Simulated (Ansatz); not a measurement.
Below is the output of a Python script on Ansatz's Python interface that makes a single point of Li, space group Fm-3m. Write a script that gives it. Use: RPBE, PAW, cutoff 272 eV, 5×5×5 k-points, cold smearing of 0.1 eV, D3BJ dispersion.

```
Li
1.0
     0.00000    2.20200    2.20200
     2.20200    0.00000    2.20200
     2.20200    2.20200    0.00000
Li
1
Cartesian
  0.0000 0.0000 0.0000
```

```console
$ python li_scf.py
DeckWarning: basis.ecutwfc = 272.11386245988 eV is below the records' recommended 420 eV, and the density's cutoff is lower with it unless basis.ecutrho_ratio is high enough to keep the records' density cutoff: compare with a run at a higher cutoff
DeckWarning: scf.convergence.dr2_threshold = 1e-6 eV is looser than this run's default, which is 1e-7 eV or tighter. The error in the forces grows as the threshold's square root, so leave the key out unless less accurate forces are enough
F = -206.1395 eV for 1 atoms
E(sigma -> 0) = -206.139 eV, TS = 0.00142 eV
closed by deck_thresholds after 3 iterations
levels less the Fermi level (eV) at the first k-points
k = (0.000, 0.000, 0.000)
    -47.068 -3.788 13.716 13.716 13.716 17.362
k = (0.000, 0.000, 0.200)
    -47.061 -3.080 8.925 12.742 12.742 16.892
k = (0.000, 0.000, 0.400)
    -47.056 -1.065 3.702 12.090 12.090 16.133
k = (0.000, 0.200, 0.200)
    -47.060 -2.838 10.534 10.534 12.783 13.045
k = (0.000, 0.200, 0.400)
    -47.055 -1.187 5.642 9.665 10.007 13.258
k = (0.000, 0.200, -0.400)
    -47.051 0.409 2.892 8.327 10.457 13.838
forces (eV/A)
  Li    0.0000   -0.0000    0.0000
```
(Warnings from the package without file and line.)

The script that was run (others could print the same):

`li_scf.py`
```python
# -*- coding: utf-8 -*-
"""SCF run for Li."""

import sys

import ansatz as az
import numpy as np

vectors = np.array([
    [0.0, 2.202, 2.202],
    [2.202, 0.0, 2.202],
    [2.202, 2.202, 0.0],
])
system = az.Lattice.of(vectors).atom("Li", (0.0, 0.0, 0.0))

# settings of the run
setup = (
    system.calculation()
    .kpoints(5, 5, 5)
    .functional("rpbe", dispersion="D3(BJ)")
    .basis(20 * az.Ry)
    .occupations("cold")
    .scf(tolerance=1e-06, max_iterations=150)
    .compute(band_table=True, forces=True)
)
try:
    result = setup.run()
except az.NonConvergedError as error:
    sys.exit(f"no convergence: {error}")
except az.RefusalError as error:
    sys.exit(f"input refused: {error}")
r = result.report

n_atoms = len(r["lattice"]["sites"])
print("F =", round(r["free_energy_ev"], 4), "eV for", n_atoms, "atoms")
print("E(sigma -> 0) =", round(r["energy_sigma0_ev"], 4), "eV, TS =", round(r["entropy_ts_ev"], 5), "eV")
print("closed by", r["closed_by"], "after", r["n_iterations"], "iterations")

fermi = r["fermi_energy_ev"]
print("levels less the Fermi level (eV) at the first k-points")
for k, levels in list(zip(r["kpoints_frac"], r["eigenvalues_ev"]))[:6]:
    print("k = ({:.3f}, {:.3f}, {:.3f})".format(*k))
    print("   ", " ".join(f"{e - fermi:.3f}" for e in levels))

# forces, one row an atom
print("forces (eV/A)")
for site, force in zip(result.lattice.sites, r["forces_ev_ang"]):
    print(f"  {site.symbol:2s} {force[0]:9.4f} {force[1]:9.4f} {force[2]:9.4f}")
```

Reading the output:
- The settings weren't tested for convergence.
- The cutoff lies under the one recommended for these potentials.
- Dispersion corrections can be off by several per cent in the lattices of metals, and by several GPa in the pressure at a fixed cell.
- For a metal this mesh is far too coarse, so the numbers only illustrate the procedure.
- This isn't the structure that Li takes at ambient conditions.
- Levels are Kohn-Sham eigenvalues on this mesh.

(A comment or docstring line of the script was reworded after the run, the code is as it ran; lines on the test bed's own set-up are left out of the output.)
